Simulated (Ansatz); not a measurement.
# NiO (Fm-3m) in Ansatz: further runs

Runs on NiO. Level: PBEsol. Tasks: relaxation of cell and atoms.

Program: Ansatz 0.2.0. These are calculated values, not measurements. Logs are shortened: lines on timing, memory, paths and dates and some standing lists are left out, and cuts for length are marked.

**1. The structure**

It takes space group Fm-3m (No. 225, cubic). Conventional cell: a = 4.172 Å, b = 4.172 Å, c = 4.172 Å, α = 90.00°, β = 90.00°, γ = 90.00°. Ni (site symmetry m-3m) has 6 O at 2.09 Å as nearest neighbours. O (site symmetry m-3m) has 6 Ni at 2.09 Å as nearest neighbours.

**2. Relaxation of cell and atoms, PBEsol, collinear spin, ferromagnetic start**

The input, input.yaml:

```yaml
crystal:
  lattice:
    - [0.0, 2.0859016414, 2.0859016414]
    - [2.0859016414, 0.0, 2.0859016414]
    - [2.0859016414, 2.0859016414, 0.0]
  atoms:
    - { symbol: Ni, position: [0.0, 0.0, 0.0], spin: 1.0 }
    - { symbol: O, position: [0.5, 0.5, 0.5] }
kpoints:
  mp_grid: { grid: [11, 11, 11] }
scf:
  occupations: { method: fermi_dirac, width: 0.05 }
hamiltonian:
  xc: pbesol
  pseudopotentials: { kind: all_electron, lapw: { basis_error: 0.001 } }
magnetization:
  spin_polarized: true
output:
  forces: true
  stress: true
relax:
  f_tol: 0.02
  max_steps: 60
  cell: {}
```

Potentials or basis: all-electron LAPW, scalar-relativistic.

The run is started by

```bash
> ansatz run input.yaml --threads 2 --pin off --max-ram 6144MiB --backend cpu --events-out ev --progress --plain --runs-dir out
```

What it wrote:

```text
Warning: RAYON_NUM_THREADS=2 ignored (pool sized by the plan → 2); use --threads N
The last accepted step is kept in <dir> (removed where the run ends without a failure and the disk answers)
LAPW: plane waves up to 10.299 Å⁻¹, error target 1.0e-3 eV per atom; small_component_spin mean_spin; O in spheres of 0.913 Å, 8 of its electrons in bands, Dirac shells []; Ni in spheres of 1.111 Å, 18 of its electrons in bands, Dirac shells [] (how accurate: hamiltonian.pseudopotentials.lapw.basis_error, Limitations)
Engine: ansatz 0.2.0, aarch64-unknown-linux-gnu
Pseudopotentials: kind: all_electron
Pseudopotential: Ni, LAPW, valence charge 18, lapw/all_electron/scalar/gaussian/Ni, Koelling and Harmon's equation, gaussian nucleus
Pseudopotential: O, LAPW, valence charge 8, lapw/all_electron/scalar/gaussian/O, Koelling and Harmon's equation, gaussian nucleus
Functional definition: PBEsol
  exchange = pbesol_x
  correlation = pbesol_c
Crystal: 2 atoms, lattice volume = 18.151 Å³
Basis set: ecut = 404.1430520788752 eV, 331 PW (Γ), exchange–correlation at level 2
Bands: 18, of which v1, the nominal top of the filled ones, is band 13 counted from 1 (12 counted from 0)
Symmetry: 48 space group operations
Space group: Fm-3m (ITA 225), of the structure as read, at distance tolerance 2.6e-5 Å
Magnetic group: BNS 225.116 (UNI 1618), of the structure as read, at distance tolerance 2.6e-5 Å
k-points: 56 of 1331
Non-local potential: Ni, projectors of the file, none
Non-local potential: O, projectors of the file, none
Initial density: superposition of atomic densities (chi_scale 0.1, normalization cell, long waves kept (reshape's long-wave potential 0.00 eV rms))
Starting moments: Σ|m| = 1 μB on 1 of 2 sites
Initial wavefunctions: plane waves of lowest kinetic energy (no species holds an atomic orbital)
Functional: x = pbesol(κ = 0.804, μ = 0.12345679012345678), c = pbesol(β = 0.046)
iter 1 solved again at ethr=3.10e-3 eV; its pass at ethr=1.00e-1 eV (dr2=8.06e-1 eV) is discarded
SCF iter   1: F=—  HF=-43388.484045 eV  |F-HF|=—  |Δ(HF+E_count)|=         —  Δρ=3.91e-2 (↑3.91e-2 ↓2.86e-2)  dr2=8.05e-1  dr2_m=8.71e-3  M=1.089 μB ∫|m|=1.089 μB  β_m=0.30  ethr=3.10e-3  ⟨swp⟩=2.0  Hψ=13117  notcnv=0
Mixer restart at iter 1: flushing history
preconditioner: auto → none  [metal: Δε(μ)=0.009 eV  Ē_g=14.491 eV  σ=0.050 eV  W_gap=0.05  n_scr=8 (ndim 8)  ℏωp=34.9 eV  f_vac=0.000  D(μ)=2.93/eV (n_scr^D=58)  sad-step TF]
SCF iter   2: F=—  HF=-43388.271677 eV  |F-HF|=—  |Δ(HF+E_count)|=   2.12e-1  Δρ=2.23e-2 (↑2.23e-2 ↓1.36e-2)  dr2=2.28e-1  dr2_m=5.54e-3  M=1.068 μB ∫|m|=1.068 μB  β_m=0.41  ethr=3.10e-3  ⟨swp⟩=2.0  Hψ=6048  notcnv=0
SCF iter   3: F=—  HF=-43388.344175 eV  |F-HF|=—  |Δ(HF+E_count)|=         —  Δρ=1.08e-2 (↑1.08e-2 ↓6.77e-3)  dr2=3.95e-2  dr2_m=5.03e-3  M=1.175 μB ∫|m|=1.175 μB  β_m=0.41  ethr=8.77e-4  ⟨swp⟩=2.0  Hψ=6048  notcnv=0
Mixer restart at iter 3: flushing history
SCF iter   4: F=—  HF=-43388.361795 eV  |F-HF|=—  |Δ(HF+E_count)|=         —  Δρ=6.54e-3 (↑6.54e-3 ↓4.05e-3)  dr2=4.63e-3  dr2_m=3.55e-3  M=1.204 μB ∫|m|=1.205 μB  β_m=0.41  ethr=1.52e-4  ⟨swp⟩=2.0  Hψ=5599  notcnv=0
Mixer restart at iter 4: flushing history
the basis was enlarged: its passes take 1.2 MiB over the memory plan, 2 of 2 planned eigensolver slots
SCF iter   5: F=—  HF=-43388.374228 eV  |F-HF|=—  |Δ(HF+E_count)|=   1.24e-2  Δρ=6.04e-3 (↑6.04e-3 ↓4.85e-3)  dr2=4.41e-3  dr2_m=4.03e-3  M=1.264 μB ∫|m|=1.266 μB  β_m=0.71  ethr=1.78e-5  ⟨swp⟩=2.0  Hψ=5548  notcnv=0
iter 6 solved again at ethr=1.21e-6 eV; its pass at ethr=1.70e-5 eV (dr2=3.15e-4 eV) is discarded
SCF iter   6: F=—  HF=-43388.379683 eV  |F-HF|=—  |Δ(HF+E_count)|=   5.45e-3  Δρ=3.89e-3 (↑3.89e-3 ↓3.13e-3)  dr2=3.15e-4  dr2_m=1.98e-3  M=1.307 μB ∫|m|=1.309 μB  β_m=0.33  ethr=1.21e-6  ⟨swp⟩=2.0  Hψ=9517  notcnv=0
SCF iter   7: F=—  HF=-43388.382161 eV  |F-HF|=—  |Δ(HF+E_count)|=   2.48e-3  Δρ=3.05e-3 (↑2.46e-3 ↓3.05e-3)  dr2=4.92e-4  dr2_m=1.17e-3  M=1.364 μB ∫|m|=1.367 μB  β_m=0.67  ethr=1.21e-6  ⟨swp⟩=3.0  Hψ=5943  notcnv=0
SCF iter   8: F=—  HF=-43388.382745 eV  |F-HF|=—  |Δ(HF+E_count)|=   5.84e-4  Δρ=1.34e-3 (↑1.14e-3 ↓1.34e-3)  dr2=1.90e-4  dr2_m=2.07e-4  M=1.454 μB ∫|m|=1.458 μB  β_m=0.62  ethr=1.21e-6  ⟨swp⟩=2.7  Hψ=5965  notcnv=0
SCF iter   9: F=—  HF=-43388.382747 eV  |F-HF|=—  |Δ(HF+E_count)|=   1.75e-6  Δρ=2.15e-4 (↑1.60e-4 ↓2.15e-4)  dr2=5.38e-6  dr2_m=4.83e-6  M=1.475 μB ∫|m|=1.480 μB  β_m=0.81  ethr=7.31e-7  ⟨swp⟩=2.9  Hψ=5835  notcnv=0
SCF iter  10: F=—  HF=-43388.382753 eV  |F-HF|=—  |Δ(HF+E_count)|=   6.21e-6  Δρ=7.05e-5 (↑7.05e-5 ↓6.11e-5)  dr2=6.80e-8  dr2_m=7.05e-7  M=1.479 μB ∫|m|=1.484 μB  β_m=0.89  ethr=2.07e-8  ⟨swp⟩=2.9  Hψ=5712  notcnv=0
SCF iter  11: F=—  HF=-43388.382755 eV  |F-HF|=—  |Δ(HF+E_count)|=   1.69e-6  Δρ=9.51e-6 (↑9.51e-6 ↓7.98e-6)  dr2=1.87e-9  dr2_m=1.22e-8  M=1.476 μB ∫|m|=1.481 μB  β_m=0.95  ethr=2.61e-10  ⟨swp⟩=3.0  Hψ=6403  notcnv=0
[...]
SCF 1 converged in 12 iterations: F = -43388.382755 eV  dr2 = 3.88e-10
[...]
SCF 2 converged in 9 iterations: F = -43388.392957 eV  dr2 = 2.98e-10
relax step   2: F+E_penalty+E_count = -43388.39295701 eV  Δ(F+E_penalty+E_count) = -1.020e-2 eV  max|allowed force component| = 8.009e-31 eV/Å  Δτ_max = 0.0000 Å  P = -4.171 GPa  Ω = 17.856 Å³  (9 SCF iters, accepted)
Crystal: 2 atoms, lattice volume = 17.413 Å³
Basis set: ecut = 415.4890475302543 eV, 331 PW (Γ), exchange–correlation at level 2
iter 1 solved again at ethr=5.50e-7 eV; its pass at ethr=1.00e-1 eV (dr2=1.43e-4 eV) is discarded
[... 8 lines left out ...]
SCF iter   7: F=—  HF=-43388.398001 eV  |F-HF|=—  |Δ(HF+E_count)|=   4.33e-7  Δρ=9.03e-6 (↑9.48e-7 ↓9.03e-6)  dr2=1.28e-8  dr2_m=3.44e-9  M=1.312 μB ∫|m|=1.316 μB  β_m=0.80  ethr=6.46e-11  ⟨swp⟩=3.0  Hψ=6374  notcnv=0
SCF iter   8: F=—  HF=-43388.398002 eV  |F-HF|=—  |Δ(HF+E_count)|=   3.43e-7  Δρ=3.43e-6 (↑1.97e-6 ↓3.43e-6)  dr2=6.57e-10  dr2_m=1.10e-9  M=1.312 μB ∫|m|=1.316 μB  β_m=0.90  ethr=4.93e-11  ⟨swp⟩=3.0  Hψ=6372  notcnv=0
SCF iter   9: F=-43388.398002 eV  HF=-43388.398002 eV  |F-HF|=2.18e-11  |Δ(HF+E_count)|=   1.12e-8  Δρ=2.33e-7 (↑1.57e-7 ↓2.33e-7)  dr2=4.07e-12  dr2_m=5.19e-12  M=1.312 μB ∫|m|=1.315 μB  ethr=6.31e-12 (applied; sched 2.53e-12)  ⟨swp⟩=3.0  Hψ=6263  notcnv=0
SCF 3 converged in 9 iterations: F = -43388.398002 eV  dr2 = 4.07e-12
relax step   3: F+E_penalty+E_count = -43388.39800153 eV  Δ(F+E_penalty+E_count) = -5.045e-3 eV  max|allowed force component| = 1.537e-30 eV/Å  Δτ_max = 0.0000 Å  P = +0.706 GPa  Ω = 17.413 Å³  (9 SCF iters, accepted)
Crystal: 2 atoms, lattice volume = 17.471 Å³
Basis set: ecut = 414.56892041460634 eV, 331 PW (Γ), exchange–correlation at level 2
iter 1 solved again at ethr=6.07e-9 eV; its pass at ethr=1.00e-1 eV (dr2=1.58e-6 eV) is discarded
SCF iter   1: F=—  HF=-43388.398133 eV  |F-HF|=—  |Δ(HF+E_count)|=         —  Δρ=2.59e-4 (↑1.92e-4 ↓2.59e-4)  dr2=2.00e-6  dr2_m=7.85e-6  M=1.317 μB ∫|m|=1.321 μB  β_m=0.65  ethr=6.07e-9  ⟨swp⟩=5.0  Hψ=11538  notcnv=0
preconditioner: auto → none  [metal: Δε(μ)=0.046 eV  Ē_g=14.751 eV  σ=0.050 eV  W_gap=0.22  n_scr=0 (ndim 8)  ℏωp=35.5 eV  f_vac=0.000  D(μ)=1.51/eV (n_scr^D=14)]
SCF iter   2: F=—  HF=-43388.398130 eV  |F-HF|=—  |Δ(HF+E_count)|=   2.56e-6  Δρ=1.31e-4 (↑1.06e-4 ↓1.31e-4)  dr2=2.96e-7  dr2_m=2.21e-6  M=1.318 μB ∫|m|=1.322 μB  β_m=0.65  ethr=6.07e-9  ⟨swp⟩=2.0  Hψ=5539  notcnv=0
SCF iter   3: F=—  HF=-43388.398130 eV  |F-HF|=—  |Δ(HF+E_count)|=   1.12e-7  Δρ=1.97e-5 (↑1.97e-5 ↓1.10e-5)  dr2=3.64e-8  dr2_m=3.14e-8  M=1.320 μB ∫|m|=1.323 μB  β_m=0.75  ethr=1.14e-9  ⟨swp⟩=2.9  Hψ=5778  notcnv=0
SCF iter   4: F=—  HF=-43388.398130 eV  |F-HF|=—  |Δ(HF+E_count)|=   5.93e-8  Δρ=8.76e-6 (↑6.29e-6 ↓8.76e-6)  dr2=1.46e-8  dr2_m=5.44e-9  M=1.320 μB ∫|m|=1.324 μB  β_m=0.61  ethr=1.40e-10  ⟨swp⟩=3.0  Hψ=6098  notcnv=0
iter 5 solved again at ethr=1.17e-12 eV; its pass at ethr=5.60e-11 eV (dr2=3.05e-10 eV) is discarded
SCF iter   5: F=—  HF=-43388.398130 eV  |F-HF|=—  |Δ(HF+E_count)|=   5.25e-8  Δρ=2.73e-6 (↑2.30e-6 ↓2.73e-6)  dr2=3.05e-10  dr2_m=8.72e-10  M=1.320 μB ∫|m|=1.324 μB  β_m=0.80  ethr=3.92e-12 (applied; sched 1.17e-12)  ⟨swp⟩=2.0  Hψ=10189  notcnv=0
iter 6 did not close the SCF: its close was put off for a magnetic moment that had not settled (scf_convergence_deferred on its scf_iter line)
SCF iter   6: F=-43388.398130 eV  HF=-43388.398130 eV  |F-HF|=4.72e-8  |Δ(HF+E_count)|=   5.06e-8  Δρ=7.70e-6 (↑3.25e-6 ↓7.70e-6)  dr2=1.59e-8  dr2_m=2.18e-9  M=1.320 μB ∫|m|=1.324 μB  β_m=0.90  ethr=6.31e-12 (applied; sched 1.17e-12)  ⟨swp⟩=3.0  Hψ=6361  notcnv=0
SCF iter   7: F=-43388.398130 eV  HF=-43388.398130 eV  |F-HF|=3.27e-9  |Δ(HF+E_count)|=   6.29e-9  Δρ=2.12e-6 (↑6.49e-7 ↓2.12e-6)  dr2=9.68e-10  dr2_m=1.82e-10  M=1.320 μB ∫|m|=1.324 μB  ethr=6.31e-12 (applied; sched 1.17e-12)  ⟨swp⟩=3.0  Hψ=6162  notcnv=0
SCF 4 converged in 7 iterations: F = -43388.398130 eV  dr2 = 9.68e-10
relax step   4: F+E_penalty+E_count = -43388.39813029 eV  Δ(F+E_penalty+E_count) = -1.288e-4 eV  max|allowed force component| = 7.889e-31 eV/Å  Δτ_max = 0.0000 Å  P = +0.007 GPa  Ω = 17.471 Å³  (7 SCF iters, accepted)
iter 1 solved again at ethr=1.00e-12 eV; its pass at ethr=1.00e-1 eV (dr2=4.01e-11 eV) is discarded
SCF iter   1: F=—  HF=-43388.398130 eV  |F-HF|=—  |Δ(HF+E_count)|=         —  Δρ=6.74e-7 (↑2.76e-7 ↓6.74e-7)  dr2=4.01e-11  dr2_m=3.03e-11  M=1.320 μB ∫|m|=1.324 μB  β_m=0.65  ethr=5.77e-12 (applied; sched 1.00e-12)  ⟨swp⟩=4.0  Hψ=9752  notcnv=0
preconditioner: auto → none  [metal: Δε(μ)=0.044 eV  Ē_g=14.752 eV  σ=0.050 eV  W_gap=0.21  n_scr=0 (ndim 8)  ℏωp=35.5 eV  f_vac=0.000  D(μ)=1.51/eV (n_scr^D=14)]
SCF iter   2: F=—  HF=-43388.398130 eV  |F-HF|=—  |Δ(HF+E_count)|=   2.01e-9  Δρ=6.86e-7 (↑5.50e-7 ↓6.86e-7)  dr2=1.61e-11  dr2_m=5.83e-11  M=1.320 μB ∫|m|=1.324 μB  β_m=0.65  ethr=5.44e-12 (applied; sched 1.00e-12)  ⟨swp⟩=2.0  Hψ=5539  notcnv=0
SCF iter   3: F=-43388.398130 eV  HF=-43388.398130 eV  |F-HF|=9.68e-10  |Δ(HF+E_count)|=  4.29e-10  Δρ=1.18e-6 (↑4.40e-7 ↓1.18e-6)  dr2=3.01e-10  dr2_m=6.21e-11  M=1.320 μB ∫|m|=1.324 μB  ethr=5.44e-12 (applied; sched 1.00e-12)  ⟨swp⟩=2.0  Hψ=5539  notcnv=0
SCF 5 converged in 3 iterations: F = -43388.398130 eV  dr2 = 3.01e-10
relax step   5: F+E_penalty+E_count = -43388.39813004 eV  Δ(F+E_penalty+E_count) = +2.525e-7 eV  max|allowed force component| = 1.052e-30 eV/Å  Δτ_max = 0.0000 Å  P = +0.007 GPa  Ω = 17.471 Å³  stress off target by 6.94e-3 GPa  SCF on the basis re-selected at this cell (its energy is not comparable with the rows above)  (3 SCF iters)
basis re-selected at this cell: Δ(F+E_penalty+E_count) = +2.525e-7 eV, ΔP = +0.000 GPa vs the last step (what re-selecting the basis moved, after the strain that the cell walked since its last selection, with what the two solves' SCF thresholds leave and, on support functions, any second-order correction that the steps lacked; it is no measure of the basis error at this ecutwfc). This SCF's stress stands 6.94e-3 GPa from its target on what of the cell is left free (relax.cell.stress_tol is 5.00e-2 GPa) and its largest allowed force component is 1.05e-30 eV/Å (relax.f_tol is 2.00e-2 eV/Å): within both
SCF converged after 3 iterations
Magnetization: 1.3204 μB (13.6602 up, 12.3398 down)
Absolute magnetization: 1.3239 μB (∫|ρ↑−ρ↓|)
Spin contamination: 0.0073 ħ² per cell (⟨S²⟩ above its minimum at these occupations)
Per-site moments (μB) at R_I (Å): [(1.1110229138542174, 1.096724102145138), (0.19355198964450304, 0.9009964695049542)]
Free energy (F): -43388.398130 eV
Harris-Foulkes:  -43388.398130 eV  (|F-HF|=9.68e-10)
Internal energy: -43388.385584 eV  (E = F + TS)
E sigma→0 (E₀):  -43388.391857 eV
Entropy (-TS):   -0.012546 eV (-6.273 meV/atom)
Fermi energy:    15.349110 eV
--- Per-component energies (eV) ---
  E_band       = -1285.781879
  E_kinetic    = 44041.462697
  E_xc         = -1921.175342
  E_electrostatic = -85508.672940  (all electrons and nuclei)
  E_smearing   = -0.012546  (= −TS)
  E_closure    = 0.000000  (closes the sum)
  E_atoms      = -43374.365027  (free atoms, spherical and without spin; not in F)
  Σ components = -43388.398130   (vs F -43388.398130, Δ=0.00e0)
  Basis errors (estimates in eV, not in F): energy 3.8e-4 per atom: plane waves 3.4e-4 (1.9e-4 summed), levels above the bands 4.8e-123, relativity 3.4e-8, radial functions 4.3e-5, core shells 1.2e-8; eigenvalues (radial functions only) 4.6e-7; not estimated: angular momenta, meshes, grids; target (lapw.basis_error) 1.0e-3; muffin-tin radii O 0.901 Å, Ni 1.097 Å
--- Forces (eV/Å), atoms counted from 1 ---
  atom   1  Ni    -0.00000000     0.00000000    -0.00000000
  atom   2  O      0.00000000     0.00000000     0.00000000
  max |Σ_I F_I| component: 1.84e-30 eV/Å
--- Stress (GPa, compression-positive) ---
        0.006935      -0.000000      -0.000000
       -0.000000       0.006935      -0.000000
       -0.000000      -0.000000       0.006935
  P = ⅓ Tr σ = 0.0069 GPa (0.069 kbar)
--- Relaxed structure (4 steps of the walk, 4 accepted, 1 SCFs on fresh bases) ---
  F+E_penalty+E_count = -43388.39813004 eV   max|allowed force component| = 1.052e-30 eV/Å   (the final SCF, on the basis selected at the relaxed cell)
  cell:  # Å, volume = 17.4711 Å³
    - [-8.518203412625838e-35, 2.0595057746581946, 2.0595057746581946]
    - [2.0595057746581946, -1.996350810572401e-34, 2.0595057746581946]
    - [2.0595057746581946, 2.0595057746581946, -8.896375266907425e-35]
  atoms:
    - { symbol: Ni, position: [8.415568895400117e-37, -7.213344767481324e-37, -7.21334476747859e-37] }
    - { symbol: O, position: [0.5, 0.5, 0.5] }
```

Run time: 40 s. Hardware: 2 threads of Arm Neoverse V2, shared host; peak memory 0.45 GiB.

What came out:

```
Free energy                            : -43388.3981 eV
Relaxed volume                         : 8.74 Å³/atom
Relaxed cell                           : a = 2.913 Å, b = 2.913 Å, c = 2.913 Å, α = 60.00°, β = 60.00°, γ = 60.00°
Space group after relaxing (to 0.05 Å) : Fm-3m (No. 225)
Energy gained by relaxing              : 7.7 meV/atom
Ionic steps                            : 5
Pressure after relaxing                : 0.0 GPa
Net moment                             : 1.32 μB per cell
Absolute moment                        : 1.32 μB per cell
Site moments                           : Ni +1.11; O +0.19 μB
```

Step by step:
| step | energy change (eV) | largest force (eV/Å) | volume (Å³) |
| --- | --- | --- | --- |
| 1 | 0.0000 | 0.0000 | 18.15 |
| 2 | -0.0102 | 0.0000 | 17.86 |
| 3 | -0.0152 | 0.0000 | 17.41 |
| 4 | -0.0154 | 0.0000 | 17.47 |
| 5 | -0.0154 | 0.0000 | 17.47 |

Final structure:
```cif
data_structure
_symmetry_space_group_name_H-M 'P 1'
_symmetry_Int_Tables_number 1
_cell_length_a 2.9126
_cell_length_b 2.9126
_cell_length_c 2.9126
_cell_angle_alpha 60.000
_cell_angle_beta 60.000
_cell_angle_gamma 60.000
_cell_volume 17.47
loop_
_atom_site_label
_atom_site_type_symbol
_atom_site_fract_x
_atom_site_fract_y
_atom_site_fract_z
_atom_site_occupancy
Ni1 Ni 0.00000 0.00000 0.00000 1
O1 O 0.50000 0.50000 0.50000 1
```

Caveat: a cell with one magnetic atom can't hold antiferromagnetic order, which such compounds often take.

**3. Relaxation of cell and atoms, PBEsol, collinear spin, ferromagnetic start, target pressure 5 GPa, at which the enthalpy is minimised**

Changes to input.yaml since step 2:

```diff
@@ -23,2 +23,2 @@
   max_steps: 60
-  cell: {}
+  cell: { p_target: 5 }
```

Potentials or basis: all-electron LAPW, scalar-relativistic.

The run is started by

```bash
> ansatz run input.yaml --threads 2 --pin off --max-ram 6144MiB --backend cpu --events-out ev --progress --plain --runs-dir out
```

It took 44 s on 2 threads of Arm Neoverse V2, shared host; peak memory 0.44 GiB.

It converged, with:

- Free energy: -43388.3922 eV
- Relaxed volume: 8.54 Å³/atom
- Relaxed cell: a = 2.891 Å, b = 2.891 Å, c = 2.891 Å, α = 60.00°, β = 60.00°, γ = 60.00°
- Space group after relaxing (to 0.05 Å): Fm-3m (No. 225)
- Energy change on relaxing (the enthalpy is what falls): -4.7 meV/atom
- Ionic steps: 6
- Pressure after relaxing: 5.0 GPa
- Net moment: 1.26 μB per cell
- Absolute moment: 1.27 μB per cell
- Site moments: Ni +1.06; O +0.18 μB

Step by step:
| step | energy change (eV) | largest force (eV/Å) | volume (Å³) |
| --- | --- | --- | --- |
| 1 | 0.0000 | 0.0000 | 18.15 |
| 2 | -0.0143 | 0.0000 | 17.64 |
| 3 | -0.0052 | 0.0000 | 16.96 |
| 4 | -0.0093 | 0.0000 | 17.08 |
| 5 | -0.0094 | 0.0000 | 17.08 |
| 6 | -0.0094 | 0.0000 | 17.08 |

Final structure:
```
CELL_PARAMETERS angstrom
0.00000 2.04405 2.04405
2.04405 0.00000 2.04405
2.04405 2.04405 0.00000
ATOMIC_POSITIONS crystal
Ni 0.00000 0.00000 0.00000
O 0.50000 0.50000 0.50000
```

Caveat: a cell with one magnetic atom can't hold antiferromagnetic order, which such compounds often take.
